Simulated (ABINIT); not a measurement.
Crystal: H.

```xyz
2
Lattice="-1.6915 1.6915 2.0585 1.6915 -1.6915 2.0585 1.6915 1.6915 -2.0585" Properties=species:S:1:pos:R:3 pbc="T T T"
H     0.0000    0.0000    0.3711
H     0.0000    0.0000    3.7459
```

```yaml
Program: ABINIT 10.8.3 (patched build)
Task: single point
Functional: PBE
Potentials_or_basis: JTH PAW PBE v2.0
Cutoff: 680 eV
k_mesh: 11 × 11 × 11
Occupations: fermi-dirac, width 0.05 eV
Spin: no spin polarisation
```

On this cell: pressure 0.8 GPa; largest force 0.283 eV/Å; band gap on the k mesh 9.05 eV, indirect (least direct gap 9.84 eV).

The same run follows on a disturbed copy (atoms moved at random, drawn with an rms of 0.05 Å):

```
H
1.0
    -1.69153    1.69153    2.05847
     1.69153   -1.69153    2.05847
     1.69153    1.69153   -2.05847
H
2
Direct
  0.08199 0.09122 0.99944
  0.91475 0.93528 0.03530
```

**Question.** What does the disturbed cell give?

**Answer.** The energy moves by -0.1 meV/atom; pressure 0.7 GPa; largest force 0.200 eV/Å; band gap on the k mesh 8.82 eV, indirect (least direct gap 9.57 eV).

Forces in eV/Å, atoms in the order of the input:
```
H   -0.018 -0.008  0.199
H    0.018  0.008 -0.199
```

Stress tensor (GPa, compression positive):
```
 0.33  0.01 -0.09
 0.01  0.33 -0.05
-0.09 -0.05  1.39
```

Caveats: the atomic spheres overlap; an odd mesh through Γ misses points on the zone boundary, where band edges often lie.
